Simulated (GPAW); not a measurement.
# TaN (P-6m2) in GPAW: convergence with k mesh

Aim: find how far k mesh must go before the results for TaN settle, at PBE. This setting moves, with any that are tied to it; all else stays.

Program: GPAW 26.7.0. These are calculated values, not measurements. Logs are shortened: lines on timing, memory, paths and dates and some standing lists are left out, and cuts for length are marked. The log counts tension as positive stress, the text compression.

### 1 Starting point

It takes space group P-6m2 (No. 187, hexagonal). Conventional cell: a = 2.938 Å, b = 2.938 Å, c = 2.883 Å, α = 90.00°, β = 90.00°, γ = 120.00°. Around Ta (site symmetry -6m2) lie 6 N at 2.23 Å. N (site symmetry -6m2) has 6 Ta at 2.23 Å as nearest neighbours.

### 2 With k mesh 2 × 2 × 2

run.py

```python
from ase.dft.bandgap import bandgap
from ase.io import read, write
from ase.units import GPa
from gpaw import GPAW, PW

atoms = read('POSCAR')

calc = GPAW(mode=PW(800),
            xc='PBE',
            kpts={'size': (2, 2, 2), 'gamma': True},
            occupations={'name': 'fermi-dirac', 'width': 0.05},
            nbands=19,
            convergence={'density': 1e-05, 'energy': 1e-05},
            maxiter=100,
            txt='gpaw.txt')
atoms.calc = calc
energy = atoms.get_potential_energy()
forces = atoms.get_forces()
stress = atoms.get_stress()
calc.write('gs.gpw')
write('result.traj', atoms)
print(f'Energy: {energy:.6f} eV')
print('Forces (eV/A):')
print(forces.round(4))
print('Stress (GPa):', (stress / GPa).round(3))
print('Fermi level:', round(calc.get_fermi_level(), 4), 'eV')
print(f'Gap: {bandgap(calc)[0]:.4f} eV, direct: {bandgap(calc, direct=True)[0]:.4f} eV')
```

POSCAR

```
TaN
1.0
    2.9380000000      0.0000000000      0.0000000000
   -1.4690000000      2.5443826363      0.0000000000
    0.0000000000      0.0000000000      2.8830000000
Ta N
1 1
Direct
    0.0000000000      0.0000000000      0.5000000000
    0.6666666667      0.3333333333      0.0000000000
```

Potentials or basis: GPAW PAW data sets (gpaw-data 1.2.1), pw.

The run is started by

```bash
$ OMP_NUM_THREADS=1 python run.py
```

gpaw.txt:

```text
__  _  _
 | _ |_)|_||  |
 |__||  | ||/\| - 26.7.0

Input parameters:
  mode=PW(ecut=800.0),
  convergence={'density': 1e-05, 'energy': 1e-05},
  kpts=MonkhorstPack(size=(2, 2, 2), gamma=True),
  maxiter=100,
  nbands=19,
  occupations=Occupations(name='fermi-dirac', width=0.05),
  xc=XC(name='PBE')

Diagonalizing LCAO Hamiltonian
Converting LCAO to pw mode

       Ta

           N

Atoms  # Å, Bohr magnetons
|   | symbol |        x |        y |        z |    initial magnetic moments |
|---|--------|----------|----------|----------|-----------------------------|
| 0 |     Ta | 0.000000 | 0.000000 | 1.441500 | ( 0.0000,  0.0000,  0.0000) |
| 1 |      N | 1.469000 | 0.848128 | 0.000000 | ( 0.0000,  0.0000,  0.0000) |

Unit cell  # Å
| periodic |         x |        y |        z |  lengths |     angles |
|----------|-----------|----------|----------|----------|------------|
|      yes |  2.938000 | 0.000000 | 0.000000 | 2.938000 |  90.000000 |
|      yes | -1.469000 | 2.544383 | 0.000000 | 2.938000 |  90.000000 |
|      yes |  0.000000 | 0.000000 | 2.883000 | 2.883000 | 120.000000 |

Number of symmetries: 12
Symmetry operations  # r_c * U_cc + t_c -> r_c
|    | kind |            matrix            |
|----|------|------------------------------|
|  0 |  σ   |  1, 1, 0,  0,-1, 0,  0, 0, 1 |
|  1 |  C2  |  1, 1, 0,  0,-1, 0,  0, 0,-1 |
|  2 |  E   |  1, 0, 0,  0, 1, 0,  0, 0, 1 |
|  3 |  σ   |  1, 0, 0,  0, 1, 0,  0, 0,-1 |
|  4 |  C3  |  0, 1, 0, -1,-1, 0,  0, 0, 1 |
|  5 |  S3  |  0, 1, 0, -1,-1, 0,  0, 0,-1 |
|  6 |  σ   |  0,-1, 0, -1, 0, 0,  0, 0, 1 |
|  7 |  C2  |  0,-1, 0, -1, 0, 0,  0, 0,-1 |
|  8 |  σ   | -1, 0, 0,  1, 1, 0,  0, 0, 1 |
|  9 |  C2  | -1, 0, 0,  1, 1, 0,  0, 0,-1 |
| 10 |  C3  | -1,-1, 0,  1, 0, 0,  0, 0, 1 |
| 11 |  S3  | -1,-1, 0,  1, 0, 0,  0, 0,-1 |

BZ-sampling:
  Number of BZ points: 8
  Number of IBZ points: 4

  Monkhorst-Pack size: [2, 2, 2]
  Monkhorst-Pack shift: [0.25, 0.25, 0.25]

K-points  # in reciprocal-cell coordinates
|   |                                coordinates |     weight |
|---|--------------------------------------------|------------|
| 0 | (  0.00000000,   0.00000000,   0.00000000) | 0.12500000 |
| 1 | (  0.00000000,   0.00000000,   0.50000000) | 0.12500000 |
| 2 | (  0.50000000,   0.50000000,   0.00000000) | 0.37500000 |
| 3 | (  0.50000000,   0.50000000,   0.50000000) | 0.37500000 |

Plane wave coefficients: 1117
Cutoff: 800.0 eV

Spin-components: 1 (collinear spins)
Bands:           19
Projectors:      11
Spin-degeneracy: 2
Datatype:        complex128

Parallelization:
  kpt:    1
  domain: 1
  band:   1

Density:
  Valence electrons: 18.0
  Components: 1
  Grid points: [20 20 20]
  Charge: 0.0  # |e|

Potential:
  Grid points: [20 20 20]

species:
  Ta:
    name:    Tantalum
    Z:       73.0
    valence: 13
    core:    60
    charge:  0.0  # [|e|]
    compensation charges:
      type: gauss
      rc: 0.42  # [Å]
      lmax: 2
    cutoffs:
      filter: 2.36  # [Å]
      core: 3.45  # [Å]
    projectors
    | kind |    occ | energy [eV] | rcut [Å] |
    |------|--------|-------------|----------|
    |   5s |  2.000 |     -72.790 |    1.365 |
    |   6s |  2.000 |      -5.429 |    1.365 |
    |   5p |  6.000 |     -39.427 |    1.349 |
    |   6p |  0.000 |      -1.396 |    1.349 |
    |   5d |  3.000 |      -3.603 |    1.307 |
    |    d |        |      23.609 |    1.307 |

    Using partial waves for Ta as LCAO basis

  N:
    name:    Nitrogen
    Z:       7.0
    valence: 5
    core:    2
    charge:  0.0  # [|e|]
    compensation charges:
      type: gauss
      rc: 0.18  # [Å]
      lmax: 2
    cutoffs:
      filter: 1.11  # [Å]
      core: 0.96  # [Å]
    projectors
    | kind |    occ | energy [eV] | rcut [Å] |
    |------|--------|-------------|----------|
    |   2s |  2.000 |     -18.583 |    0.603 |
    |   2p |  3.000 |      -7.089 |    0.529 |
    |    s |        |       8.629 |    0.603 |
    |    p |        |      20.123 |    0.529 |
    |    d |        |       0.000 |    0.577 |

    Using partial waves for N as LCAO basis

Reference energy: -425654.162905  # eV

eigensolver:
  PPCG
  Converge bands: occupied
  niter=2

density mixing:
  MSR1-Mixer
  Pratt-step length: 0.05
  Maximum mixing coefficient: 0.75
  Old densities: 10
  SVD Regularization: 0.005
  Good broyden scale: 1.0
  Trust region scale: 1.0
  Backstep threshold: 4.0
  History deletion threshold: 6.0
  Fourier metric: weight=20.0, sigma=0.015

occupation numbers:
  Fermi-Dirac:
    width: 0.0500  # eV

poisson solver:
  ecut: 6400.0  # eV

xc functional:
  name: PBE with 2 nearest neighbor stencil

convergence criteria:
- Maximum integral of absolute [dens]ity change: 1e-05 electrons / valence electron
- Maximum [total energy] change in last 3 cyles: 1e-05 eV / valence electron
- Maximum integral of absolute [eigenst]ate change: 4e-08 eV^2 / valence electron
maximum number of iterations: 100

SCF iterations
|iter     | |      energy | eigst |  dens |
|---------|-|-------------|-------|-------|
|iter:   1| |  -22.354849 | -0.06 |       |
|iter:   2| |  -21.835744 | -2.31 | -0.94 |
|iter:   3| |  -20.620055 | -1.53 | -1.00 |
|iter:   4| |  -20.627483 | -3.00 | -1.63 |
|iter:   5| |  -20.636177 | -3.26 | -1.86 |
|iter:   6| |  -20.636288 | -4.75 | -2.78 |
|iter:   7| |  -20.636257c| -6.43 | -3.49 |
|iter:   8| |  -20.636257c| -7.56c| -4.05 |
|iter:   9| |  -20.636256c| -8.70c| -4.67 |
|iter:  10| |  -20.636257c| -8.88c| -5.37c|

Converged in 10 steps
Energy contributions relative to reference atoms: (reference = -425654.162905)

Energy contributions:
  Kinetic:          16.884705
  Coulomb:         -18.165077
  Zero:             -0.063378
  External:          0.000000
  Xc:              -19.282582
  Entropy:          -0.019851
  Spinorbit:         0.000000
  ----------------------------
  Free energy:     -20.646182
  Extrapolated:    -20.636257

dipole moment: (-4.791487, -9.408509, -7.149635)  # |e|*Ang

Fermi level: 14.027
Eigenvalues  # (at kpt = [0.000, 0.000, 0.000])
| band index |      eig [eV] | occ [0-2] |
|------------|---------------|-----------|
|          0 |       -54.347 |     2.000 |
|          1 |       -20.905 |     2.000 |
|          2 |       -20.588 |     2.000 |
|          3 |       -20.588 |     2.000 |
|          4 |        -3.308 |     2.000 |
|          5 |         9.798 |     2.000 |
[... 9 lines left out ...]
|         15 |        30.548 |     0.000 |
|         16 |        30.548 |     0.000 |
|        ... |               |           |
|         18 |        37.572 |     0.000 |

No gap
No difference between direct/indirect transitions

Forces  # eV/Ang
|        x |       y |       z |
|----------|---------|---------|
| -0.00000 | 0.00000 | 0.00000 |  # Ta   0
| -0.00000 | 0.00000 | 0.00000 |  # N    1

Stress tensor  # eV/Ang^3
|        x |        y |         z |
|----------|----------|-----------|
| 0.000883 | 0.000000 |  0.000000 |
| 0.000000 | 0.000883 |  0.000000 |
| 0.000000 | 0.000000 | -0.015344 |

# Writing to gs.gpw (mode='')
```

Run time: 3.9 s. Hardware: 1 thread of Arm Neoverse V1, shared host; peak memory 0.14 GiB.

What came out:

```yaml
Free_energy: -20.6462 eV
Pressure: 0.7 GPa
Band_gap_on_the_k_mesh: none (metal or under the smearing width)
```

### 3 With k mesh 3 × 3 × 3

Changes to run.py since step 2:

```diff
@@ -9,3 +9,3 @@
             xc='PBE',
-            kpts={'size': (2, 2, 2), 'gamma': True},
+            kpts={'size': (3, 3, 3), 'gamma': True},
             occupations={'name': 'fermi-dirac', 'width': 0.05},
```

POSCAR is that of step 2.

Potentials or basis: GPAW PAW data sets (gpaw-data 1.2.1), pw.

The run is started by

```bash
$ OMP_NUM_THREADS=1 python run.py
```

Run time: 4.6 s. Hardware: 1 thread of Arm Neoverse V1, shared host; peak memory 0.14 GiB.

Results:

```
Free energy            : -20.2571 eV
Pressure               : 8.3 GPa
Band gap on the k mesh : none (metal or under the smearing width)
```

### 4 With k mesh 4 × 4 × 4

Changes to run.py since step 3:

```diff
@@ -9,3 +9,3 @@
             xc='PBE',
-            kpts={'size': (3, 3, 3), 'gamma': True},
+            kpts={'size': (4, 4, 4), 'gamma': True},
             occupations={'name': 'fermi-dirac', 'width': 0.05},
```

POSCAR is that of step 3.

The run is started by

```bash
$ OMP_NUM_THREADS=1 python run.py
```

Wall time 6.4 s (1 thread of Arm Neoverse V1, shared host); peak memory 0.14 GiB.

What came out:

```yaml
Free_energy: -20.5111 eV
Pressure: 5.4 GPa
Band_gap_on_the_k_mesh: none (metal or under the smearing width)
```

### 5 With k mesh 5 × 5 × 5

Changes to run.py since step 4:

```diff
@@ -9,3 +9,3 @@
             xc='PBE',
-            kpts={'size': (4, 4, 4), 'gamma': True},
+            kpts={'size': (5, 5, 5), 'gamma': True},
             occupations={'name': 'fermi-dirac', 'width': 0.05},
```

POSCAR is that of step 4.

The run is started by

```bash
$ OMP_NUM_THREADS=1 python run.py
```

It took 7.5 s on 1 thread of Arm Neoverse V1, shared host; peak memory 0.14 GiB.

The run converged. Its results:

```yaml
Free_energy: -20.5916 eV
Pressure: 4.6 GPa
Band_gap_on_the_k_mesh: none (metal or under the smearing width)
```

### 6 With k mesh 7 × 7 × 6

Changes to run.py since step 5:

```diff
@@ -9,3 +9,3 @@
             xc='PBE',
-            kpts={'size': (5, 5, 5), 'gamma': True},
+            kpts={'size': (7, 7, 6), 'gamma': True},
             occupations={'name': 'fermi-dirac', 'width': 0.05},
```

POSCAR is that of step 5.

Potentials or basis: GPAW PAW data sets (gpaw-data 1.2.1), pw.

The run is started by

```bash
$ OMP_NUM_THREADS=1 python run.py
```

Run time: 13 s. Hardware: 1 thread of Arm Neoverse V1, shared host; peak memory 0.15 GiB.

Results (log left out):

* Free energy: -20.5779 eV
* Pressure: 4.8 GPa
* Band gap on the k mesh: none (metal or under the smearing width)

### 7 With k mesh 8 × 8 × 7

Changes to run.py since step 6:

```diff
@@ -9,3 +9,3 @@
             xc='PBE',
-            kpts={'size': (7, 7, 6), 'gamma': True},
+            kpts={'size': (8, 8, 7), 'gamma': True},
             occupations={'name': 'fermi-dirac', 'width': 0.05},
```

POSCAR is that of step 6.

The run is started by

```bash
$ OMP_NUM_THREADS=1 python run.py
```

Wall time 15 s (1 thread of Arm Neoverse V1, shared host); peak memory 0.15 GiB.

The run converged. Its results:

```yaml
Free_energy: -20.5777 eV
Pressure: 4.8 GPa
Band_gap_on_the_k_mesh: none (metal or under the smearing width)
```

### 8 With k mesh 9 × 9 × 8

Changes to run.py since step 7:

```diff
@@ -9,3 +9,3 @@
             xc='PBE',
-            kpts={'size': (8, 8, 7), 'gamma': True},
+            kpts={'size': (9, 9, 8), 'gamma': True},
             occupations={'name': 'fermi-dirac', 'width': 0.05},
```

POSCAR is that of step 7.

The run is started by

```bash
$ OMP_NUM_THREADS=1 python run.py
```

It took 22 s on 1 thread of Arm Neoverse V1, shared host; peak memory 0.16 GiB.

It converged, with:

| Item | Value |
| --- | --- |
| Free energy | -20.5793 eV |
| Pressure | 4.7 GPa |
| Band gap on the k mesh | none (metal or under the smearing width) |

### 9 With k mesh 11 × 11 × 10

Changes to run.py since step 8:

```diff
@@ -9,3 +9,3 @@
             xc='PBE',
-            kpts={'size': (9, 9, 8), 'gamma': True},
+            kpts={'size': (11, 11, 10), 'gamma': True},
             occupations={'name': 'fermi-dirac', 'width': 0.05},
```

POSCAR is that of step 8.

Potentials or basis: GPAW PAW data sets (gpaw-data 1.2.1), pw.

The run is started by

```bash
$ OMP_NUM_THREADS=1 python run.py
```

Wall time 33 s (1 thread of Arm Neoverse V1, shared host); peak memory 0.18 GiB.

Results (log left out):

```
Free energy            : -20.5790 eV
Pressure               : 4.7 GPa
Band gap on the k mesh : none (metal or under the smearing width)
```

### 10 With k mesh 14 × 14 × 12

Changes to run.py since step 9:

```diff
@@ -9,3 +9,3 @@
             xc='PBE',
-            kpts={'size': (11, 11, 10), 'gamma': True},
+            kpts={'size': (14, 14, 12), 'gamma': True},
             occupations={'name': 'fermi-dirac', 'width': 0.05},
```

POSCAR is that of step 9.

The run is started by

```bash
$ OMP_NUM_THREADS=1 python run.py
```

It took 56 s on 1 thread of Arm Neoverse V1, shared host; peak memory 0.23 GiB.

It converged, with:

```yaml
Free_energy: -20.5788 eV
Pressure: 4.8 GPa
Band_gap_on_the_k_mesh: none (metal or under the smearing width)
```

### 11 The series at a glance

```tsv
k mesh	energy less the tightest run, at zero smearing (meV/atom)	pressure (GPa)	SCF cycles	CPU time (s)	peak memory (GiB)
2 × 2 × 2	-28.83	0.73	10	3.9	0.14
3 × 3 × 3	163.92	8.31	10	4.6	0.14
4 × 4 × 4	34.36	5.42	10	6.4	0.14
5 × 5 × 5	-5.95	4.64	10	7.5	0.14
7 × 7 × 6	0.57	4.78	10	13	0.15
8 × 8 × 7	0.52	4.76	10	15	0.15
9 × 9 × 8	-0.16	4.75	10	22	0.16
11 × 11 × 10	-0.09	4.75	10	33	0.18
14 × 14 × 12	0.00	4.75	10	56	0.23
```

Against the tightest run, the energy stays within 1 meV/atom from 7 × 7 × 6 on; the pressure stays within 0.1 GPa from 7 × 7 × 6 on. Meshes of other sizes hit other points, so gaps and Fermi surfaces needn't settle smoothly. The tightest run that finished is the yardstick and may itself not be fully converged.
